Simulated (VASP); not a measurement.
A run of VASP 6.6.1:

The input INCAR:

```
PREC     = Accurate       # precision mode
ENCUT    = 700            # plane-wave cutoff, eV
EDIFF    = 1E-6           # SCF threshold, eV
ISMEAR   = 0              # smearing method
SIGMA    = 0.1            # smearing width, eV
LREAL    = False          # projectors in reciprocal space
LASPH    = True           # aspherical terms in the spheres
NELM     = 80             # most SCF steps
ALGO     = Fast           # electronic algorithm
ISIF     = 2              # what is computed and relaxed
LWAVE    = False          # write WAVECAR
LCHARG   = True           # write CHGCAR
GGA      = PS             # functional
LELF     = True           # ELF
LVHAR    = True         
NBANDS   = 12             # bands
```

Contents of KPOINTS:

```
Automatic mesh
0
Gamma
  18 18 18
```

The input POSCAR:

```
Au
1.0
    0.0000000000      2.0409900000      2.0409900000
    2.0409900000      0.0000000000      2.0409900000
    2.0409900000      2.0409900000      0.0000000000
Au
1
Direct
    1.0000000000      0.0000000000      1.0000000000
```

Potentials or basis: VASP PAW PBE potentials, release 64 (Au).

Launch:

```bash
$ cat potpaw_PBE.64/Au/POTCAR > POTCAR
$ mpirun -np 1 vasp_std > vasp.out
```

Hardware: 1 thread of Intel(R) Xeon(R) 6975P-C (Granite Rapids) (shared host).

Estimate the wall time of this run.

Wall time 27 s on 1 thread of Intel(R) Xeon(R) 6975P-C (Granite Rapids) (shared host), peak memory 0.2 GiB. Counts: scf iterations 12, k points 195.
